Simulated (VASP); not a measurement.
# TiCo: vacancies and antisites compared

Wanted: a map of the native defects of TiCo, all in one supercell and at one level. The start is a computed cell from the Materials Project.

Program: VASP 6.6.1. Level of theory: PBE, spin-polarised from a ferromagnetic start; plane waves and PAW (Co, Ti), in the first sound run; inputs show where later runs differ. Results are calculated unless marked as measured.

## (1) The host crystal

Symmetry: Pm-3m, No. 221, cubic system. The conventional cell has a = 2.986 Å, b = 2.986 Å, c = 2.986 Å, α = 90.00°, β = 90.00°, γ = 90.00°. Nearest to Co lie 8 Ti at 2.59 Å. Ti has 8 Co at 2.59 Å nearest. Farther neighbours are not listed.

## (2) Relaxing the host crystal

The later steps need the crystal at this functional's own lattice; a raised cutoff keeps the stress reliable while the cell changes.

Input file INCAR:

```
SYSTEM = TiCo
PREC = Accurate
ENCUT = 350
EDIFF = 1E-06
NELM = 120
ISMEAR = 1
SIGMA = 0.15
LREAL = .FALSE.
ALGO = Normal
GGA = PE
NBANDS = 15
ISPIN = 2
MAGMOM = 2 1
LASPH = .TRUE.
LMAXMIX = 4
LORBIT = 11
LWAVE = .FALSE.
LCHARG = .FALSE.
KPAR = 8
IBRION = 2
NSW = 40
ISIF = 3
EDIFFG = -0.02
POTIM = 0.4
```

Input file POSCAR:

```
TiCo
1.0
    2.9861109900      0.0000000000      0.0000000000
    0.0000000000      2.9861109900      0.0000000000
    0.0000000000      0.0000000000      2.9861109900
Co Ti
1 1
Direct
    0.5000000000      0.5000000000      0.5000000000
    0.0000000000      0.0000000000      0.0000000000
```

Input file KPOINTS:

```
Automatic mesh
0
Gamma
11 11 11
0 0 0
```

PAW data sets: Co and Ti (PBE family, release 64).

Run with:

```console
$ mpirun -np 8 vasp_std
```

What it wrote:

```text
[banner, memory and clock lines left out]
running    8 mpi-ranks, on    1 nodes
 distrk:  each k-point on    1 cores,    8 groups
 distr:  one band on    1 cores,    1 groups

 POSCAR found type information on POSCAR CoTi
 POSCAR found :  2 types and       2 ions
|                                                                             |
|           W    W    AA    RRRRR   N    N  II  N    N   GGGG   !!!           |
|           W    W   A  A   R    R  NN   N  II  NN   N  G    G  !!!           |
|           W    W  A    A  R    R  N N  N  II  N N  N  G       !!!           |
|           W WW W  AAAAAA  RRRRR   N  N N  II  N  N N  G  GGG   !            |
|           WW  WW  A    A  R   R   N   NN  II  N   NN  G    G                |
|           W    W  A    A  R    R  N    N  II  N    N   GGGG   !!!           |
|                                                                             |
|     For optimal performance we recommend to set                             |
|       NCORE = 2 up to number-of-cores-per-socket                            |
|     NCORE specifies how many cores store one orbital (NPAR=cpu/NCORE).      |
|     This setting can greatly improve the performance of VASP for DFT.       |
|     The default, NCORE=1 might be grossly inefficient on modern             |
|     multi-core architectures or massively parallel machines. Do your        |
|     Unfortunately you need to use the default for GW and RPA                |
|     calculations (for HF NCORE is supported but not extensively tested      |
|     yet).                                                                   |
|                                                                             |

 LDA part: xc-table for (Slater+PW92), standard interpolation
 POSCAR, INCAR and KPOINTS ok, starting setup
 FFT: planning ... GRIDC
 FFT: planning ... GRID_SOFT
 FFT: planning ... GRID
 WAVECAR not read
 entering main loop
       N       E                     dE             d eps       ncg     rms          rms(c)
DAV:   1     0.322346475325E+02    0.32235E+02   -0.45141E+03  3624   0.711E+02
DAV:   2    -0.166011853272E+02   -0.48836E+02   -0.44014E+02  3388   0.144E+02
DAV:   3    -0.174520328352E+02   -0.85085E+00   -0.84335E+00  4123   0.245E+01
DAV:   4    -0.174623788526E+02   -0.10346E-01   -0.10345E-01  4680   0.230E+00
DAV:   5    -0.174624575843E+02   -0.78732E-04   -0.78731E-04  4245   0.160E-01    0.177E+01
DAV:   6    -0.168832711074E+02    0.57919E+00   -0.13001E+01  3983   0.489E+01    0.116E+01
DAV:   7    -0.172052950224E+02   -0.32202E+00   -0.23281E+01  4244   0.482E+01    0.158E+01
DAV:   8    -0.156050810628E+02    0.16002E+01   -0.76858E+00  4166   0.316E+01    0.303E+00
DAV:   9    -0.155521571221E+02    0.52924E-01   -0.20328E-01  4386   0.443E+00    0.897E-01
DAV:  10    -0.155494737154E+02    0.26834E-02   -0.87307E-03  4367   0.704E-01    0.595E-01
DAV:  11    -0.155528617726E+02   -0.33881E-02   -0.23274E-02  4657   0.112E+00    0.668E-01
DAV:  12    -0.155560401482E+02   -0.31784E-02   -0.45426E-03  4581   0.563E-01    0.714E-01
DAV:  13    -0.155440822048E+02    0.11958E-01   -0.50626E-02  4446   0.190E+00    0.564E-01
DAV:  14    -0.155372541639E+02    0.68280E-02   -0.29245E-01  4818   0.418E+00    0.115E+00
DAV:  15    -0.155388624150E+02   -0.16083E-02   -0.90429E-03  3842   0.842E-01    0.788E-01
DAV:  16    -0.155416304072E+02   -0.27680E-02   -0.41761E-03  4314   0.487E-01    0.912E-01
DAV:  17    -0.155346985724E+02    0.69318E-02   -0.10598E-01  4321   0.235E+00    0.345E-01
DAV:  18    -0.155348588682E+02   -0.16030E-03   -0.29683E-02  4317   0.143E+00    0.168E-01
DAV:  19    -0.155353107387E+02   -0.45187E-03   -0.50513E-04  4342   0.170E-01    0.214E-01
DAV:  20    -0.155349859680E+02    0.32477E-03   -0.67393E-04  4236   0.202E-01    0.129E-01
DAV:  21    -0.155348148784E+02    0.17109E-03   -0.11471E-03  4777   0.243E-01    0.298E-02
DAV:  22    -0.155348559674E+02   -0.41089E-04   -0.10359E-04  4387   0.861E-02    0.301E-02
DAV:  23    -0.155348486555E+02    0.73119E-05   -0.28135E-05  3246   0.414E-02    0.107E-02
DAV:  24    -0.155348494326E+02   -0.77714E-06   -0.14638E-06  1807   0.103E-02
   1 F= -.15534849E+02 E0= -.15534602E+02  d E =-.155348E+02  mag=    -0.0012
 curvature:   0.00 expect dE= 0.000E+00 dE for cont linesearch  0.000E+00
 trial: gam= 0.00000 g(F)=  0.000E+00 g(S)=  0.300E-01 ort = 0.000E+00 (trialstep = 0.100E+01)
 search vector abs. value=  0.300E-01
 bond charge predicted
       N       E                     dE             d eps       ncg     rms          rms(c)
DAV:   1    -0.161580835700E+02   -0.62323E+00   -0.49539E+00  3430   0.284E+01    0.995E+00
DAV:   2    -0.266176874830E+02   -0.10460E+02   -0.76306E+01  4186   0.116E+02    0.266E+01
DAV:   3    -0.159354854422E+02    0.10682E+02   -0.21021E+01  4116   0.588E+01    0.621E+00
DAV:   4    -0.156009200087E+02    0.33457E+00   -0.96114E-01  4682   0.840E+00    0.246E+00
DAV:   5    -0.155395032338E+02    0.61417E-01   -0.21800E-01  4134   0.404E+00    0.560E-01
DAV:   6    -0.155378627518E+02    0.16405E-02   -0.15386E-02  3696   0.138E+00    0.271E-01
DAV:   7    -0.155374123529E+02    0.45040E-03   -0.76590E-04  4000   0.341E-01    0.173E-01
DAV:   8    -0.155373734646E+02    0.38888E-04   -0.58339E-04  3801   0.241E-01    0.111E-01
DAV:   9    -0.155373927440E+02   -0.19279E-04   -0.24722E-05  4342   0.402E-02    0.124E-01
DAV:  10    -0.155373080090E+02    0.84735E-04   -0.20906E-04  4186   0.118E-01    0.940E-02
DAV:  11    -0.155372595680E+02    0.48441E-04   -0.13800E-04  4813   0.104E-01    0.361E-02
DAV:  12    -0.155372538073E+02    0.57607E-05   -0.25913E-05  3689   0.492E-02    0.119E-02
DAV:  13    -0.155372543611E+02   -0.55382E-06   -0.30025E-06  2165   0.125E-02
   2 F= -.15537254E+02 E0= -.15536964E+02  d E =-.240493E-02  mag=     0.0002
 trial-energy change:   -0.002405  1 .order   -0.004225   -0.030022    0.021572
 step:   0.5292(harm=  0.5819)  dis= 0.00000  next Energy=   -15.542523 (dE=-0.767E-02)
 bond charge predicted
       N       E                     dE             d eps       ncg     rms          rms(c)
DAV:   1    -0.156689851683E+02   -0.13173E+00   -0.10618E+00  3402   0.137E+01    0.409E+00
DAV:   2    -0.192294661124E+02   -0.35605E+01   -0.19928E+01  4286   0.436E+01    0.251E+01
DAV:   3    -0.155421769410E+02    0.36873E+01   -0.12796E+01  4216   0.418E+01    0.879E-01
DAV:   4    -0.155473699879E+02   -0.51930E-02   -0.72921E-02  3458   0.190E+00    0.702E-01
DAV:   5    -0.155429609926E+02    0.44090E-02   -0.83115E-03  4438   0.712E-01    0.210E-01
DAV:   6    -0.155427006029E+02    0.26039E-03   -0.22441E-03  5116   0.361E-01    0.781E-02
DAV:   7    -0.155426550284E+02    0.45575E-04   -0.15357E-04  4513   0.111E-01    0.118E-02
DAV:   8    -0.155426547235E+02    0.30491E-06   -0.71139E-06  3794   0.187E-02
   3 F= -.15542655E+02 E0= -.15542381E+02  d E =-.780529E-02  mag=     0.0017
 curvature:  -0.29 expect dE=-0.142E-04 dE for cont linesearch -0.142E-04
 trial: gam=-0.03896 g(F)=  0.101E-64 g(S)=  0.495E-04 ort = 0.122E-02 (trialstep = 0.906E+00)
 search vector abs. value=  0.817E-07
 reached required accuracy - stopping structural energy minimisation
```

Wall time 9.8 s (8 MPI ranks of Intel Xeon 6975P-C (Granite Rapids), shared host); peak memory 1.2 GiB.

Lines that name or quote the potential files are left out of all logs, and their timing lines are given in words.

From OUTCAR (step 2):

```text
ion  position               nearest neighbor table
   1  0.500  0.500  0.500-   2 2.59   2 2.59   2 2.59   2 2.59   2 2.59   2 2.59   2 2.59   2 2.59

  LATTYP: Found a simple cubic cell.
 ALAT       =     2.9861109900

 Subroutine GETGRP returns: Found 48 space group operations
 (whereof 48 operations were pure point group operations)

The static configuration has the point symmetry O_h .

 Found     56 irreducible k-points:

   k-points           NKPTS =     56   k-points in BZ     NKDIM =     56   number of bands    NBANDS=     15

   dimension x,y,z NGX =    18 NGY =   18 NGZ =   18
   dimension x,y,z NGXF=    36 NGYF=   36 NGZF=   36

   ENCUT  =  350.0 eV  25.72 Ry    5.07 a.u.   4.56  4.56  4.56*2*pi/ulx,y,z

   NELECT =      13.0000    total number of electrons

 k-points in reciprocal lattice and weights: Automatic mesh
   0.00000000  0.00000000  0.00000000       0.001
   0.09090909  0.00000000  0.00000000       0.005
   0.18181818  0.00000000  0.00000000       0.005
   0.27272727  0.00000000  0.00000000       0.005
   0.36363636  0.00000000  0.00000000       0.005
   0.45454545  0.00000000  0.00000000       0.005
   0.09090909  0.09090909  0.00000000       0.009
   0.18181818  0.09090909  0.00000000       0.018
   0.27272727  0.09090909  0.00000000       0.018
[...]
0.45454545  0.45454545  0.36363636       0.018
   0.45454545  0.45454545  0.45454545       0.006

 average (electrostatic) potential at core
       1 -81.8869       2 -23.3614

 E-fermi :   6.6736

 spin component 1
 k-point     1 :       0.0000    0.0000    0.0000
  band No.  band energies     occupation
    ...
      2       2.8499      1.00000
      3       2.8499      1.00000
      4       5.2095      1.00000
      5       5.2095      1.00000
      6       5.2095      1.00000
      7       7.4613     -0.00000
      8       7.4613     -0.00000
      9       9.4058     -0.00000
     10       9.4058     -0.00000
     11       9.4058     -0.00000
    ...

 k-point     2 :       0.0909    0.0000    0.0000
  band No.  band energies     occupation
    ...
      2       2.9256      1.00000
      3       2.9270      1.00000
      4       5.1986      1.00000
      5       5.1986      1.00000
      6       5.2406      1.00000
      7       7.3754     -0.00000
      8       7.4939     -0.00000
      9       9.1823     -0.00000
     10       9.1823     -0.00000
     11       9.3683     -0.00000
    ...

 k-point     3 :       0.1818    0.0000    0.0000
  band No.  band energies     occupation
    ...
      2       3.1253      1.00000
      3       3.1465      1.00000
      4       5.1735      1.00000
      5       5.1735      1.00000
      6       5.3271      1.00000
      7       7.1262     -0.00008
      8       7.5587     -0.00000
      9       8.6585     -0.00000
     10       8.6585     -0.00000
     11       9.2647     -0.00000
    ...

 k-point     4 :       0.2727    0.0000    0.0000
  band No.  band energies     occupation
    ...
      2       3.3449      1.00000
      3       3.4896      1.00000
      4       5.1498      1.00000
      5       5.1498      1.00000
      6       5.4479      1.00000
      7       6.7430      0.15119
      8       7.5373     -0.00000
      9       8.0764     -0.00000
     10       8.0764     -0.00000
     11       9.1214     -0.00000
    ...

 k-point     5 :       0.3636    0.0000    0.0000
  band No.  band energies     occupation
    ...
      3       3.9033      1.00000
      4       5.1405      1.00000
      5       5.1405      1.00000
      6       5.5679      1.00000
      7       6.2897      1.00089
      8       7.2644     -0.00000
      9       7.6015     -0.00000
     10       7.6015     -0.00000
     11       8.9807     -0.00000
     12      10.9583      0.00000
    ...

 k-point     6 :       0.4545    0.0000    0.0000
  band No.  band energies     occupation
    ...
      3       4.2531      1.00000
      4       5.1423      1.00000
      5       5.1423      1.00000
      6       5.6442      1.00000
      7       5.9152      1.00000
      8       6.8959     -0.02845
      9       7.3354     -0.00000
     10       7.3354     -0.00000
     11       8.8921     -0.00000
     12      10.6117      0.00000
    ...

  Total       -0.0292443     -0.0292443     -0.0292443      0.0000000      0.0000000     -0.0000000
  in kB       -1.7990781     -1.7990781     -1.7990781      0.0000000      0.0000000     -0.0000000
  external PRESSURE =      -1.7990781 kB  Pullay stress =       0.0000000 kB

  energy-cutoff  :      350.00
  volume of cell :       26.04
      direct lattice vectors                 reciprocal lattice vectors
     2.964152917 -0.000000000  0.000000000     0.337364511  0.000000000 -0.000000000
    -0.000000000  2.964152917  0.000000000     0.000000000  0.337364511  0.000000000
     0.000000000 -0.000000000  2.964152917    -0.000000000 -0.000000000  0.337364511

 POSITION                                       TOTAL-FORCE (eV/Angst)
 -----------------------------------------------------------------------------------
      1.48208      1.48208      1.48208         0.000000     -0.000000      0.000000
      0.00000      0.00000      0.00000        -0.000000      0.000000      0.000000
 -----------------------------------------------------------------------------------
    total drift:                                0.000000     -0.000000      0.000000

  FREE ENERGIE OF THE ION-ELECTRON SYSTEM (eV)
  ---------------------------------------------------
  free  energy   TOTEN  =       -15.5426547235 eV

  energy  without entropy=      -15.5418324441  energy(sigma->0) =      -15.54238063

 reached required accuracy - stopping structural energy minimisation

 total charge
# of ion       s       p       d       tot
------------------------------------------
    1        0.527   0.448   7.346   8.321
    2        0.568   0.774   2.447   3.789
--------------------------------------------------
tot          1.095   1.222   9.793  12.110

 magnetization (x)
# of ion       s       p       d       tot
------------------------------------------
    1        0.000  -0.000   0.002   0.002
    2       -0.000  -0.000   0.000   0.000
--------------------------------------------------
tot          0.000  -0.000   0.002   0.002

[... 6 further parts left out ...]
```

The moments of the start collapse, so the state is non-magnetic; other starts or orders were not tried. The data set Ti keeps the semicore shell frozen, which is cheaper and a little less accurate. The run keeps the 48 symmetry operations of its start, so it cannot find a distortion of lower symmetry.

Relaxation path:

```csv
step,energy less that of the first step (eV),largest force (eV/Å),pressure (GPa),volume (Å³)
1,0.0000,0.0000,-4.33,26.63
2,-0.0024,0.0000,3.25,25.53
3,-0.0078,0.0000,-0.18,26.04
```

```csv
"conventional cell, symmetrised",before,after,change
a (Å),2.986,2.964,-0.7 %
b (Å),2.986,2.964,-0.7 %
c (Å),2.986,2.964,-0.7 %
volume (Å³/atom),13.31,13.02,-2.2 %
```

The relaxed structure:

```xyz
2
Lattice="2.9642 0.0000 0.0000 0.0000 2.9642 0.0000 0.0000 0.0000 2.9642" Properties=species:S:1:pos:R:3 pbc="T T T"
Co    1.4821    1.4821    1.4821
Ti    0.0000    0.0000    0.0000
```

This step gave:

| Item | Value |
| --- | --- |
| electronic cycles | 45 |
| electrons | 13 |
| free energy (TOTEN) | -15.54 eV |
| energy at zero smearing | -15.54 eV |
| Fermi energy | 6.674 eV |
| moment of the cell, from the last line of the log | 0 μB |
| labelled metallic, from the levels on this mesh | yes |

Spin moment in the PAW sphere by atom:

```csv
atom,spin moment in the PAW sphere (μB)
Co1,0.0020
Ti2,0.0000
```

The run ended after 3 ionic steps, 0.008 eV below its first step, once forces and stress met EDIFFG = -0.02.

(Continued in part 2 of 7.)

[Lines on the potential files, build, host, timing and source positions are cut from VASP's logs without a mark.]

[Logs are printed without paths, hosts, clocks, repeated set-up lines and the standing remarks that a program may print on its own settings, such as how far it seeks lower states.]

[Hosts, paths, dates, database ids (printed as entryN), source tags and the programs' standing remarks are cut or masked in the printed files.]

[In band tables of VASP the shares of atoms and orbitals are scaled to a sum of 1 inside the atoms' spheres.]

[Runs that stopped without an error message from VASP are left out.]
